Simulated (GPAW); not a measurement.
The system is InP.

```
CELL_PARAMETERS angstrom
0.00000 2.93050 2.93050
2.93050 0.00000 2.93050
2.93050 2.93050 0.00000
ATOMIC_POSITIONS crystal
In 0.00000 0.00000 0.00000
P 0.75000 0.75000 0.75000
```

Program: GPAW 26.7.0. Alike in all runs: task band structure; cell as given; cutoff (eV) 600; smearing fermi-dirac 0.05 eV.

Question: Order these runs on this cell by their band gap on the k mesh, lowest first.
A. level SCAN; potentials or basis GPAW PAW data sets (gpaw-data 1.2.1), pw; spin SOC, no magnetisation; k mesh 6 × 6 × 6; band points 60; spin axis theta (degrees) 90; spin axis phi (degrees) 0
B. level revPBE; potentials or basis the program's PAW data sets (release 1.2.1) made for this functional, pw; spin off; k mesh 8 × 8 × 8; band points 80
C. level BLYP; potentials or basis PAW data sets generated in the run's folder for this functional, pw; spin off; k mesh 8 × 8 × 8; eigensolver davidson; band points 60

Answer: C (0.60 eV), B (0.81 eV), A (1.02 eV).

Caveats: spin-orbit coupling is left out, which moves the levels of the heavy elements (some runs); spin-orbit coupling was added after a scalar SCF, so levels and gaps hold it while energy, forces, pressure and moments don't (some runs); this program's spin-orbit splittings come out too wide for heavy elements (some runs).

Runs at the PBE level aren't shown here.
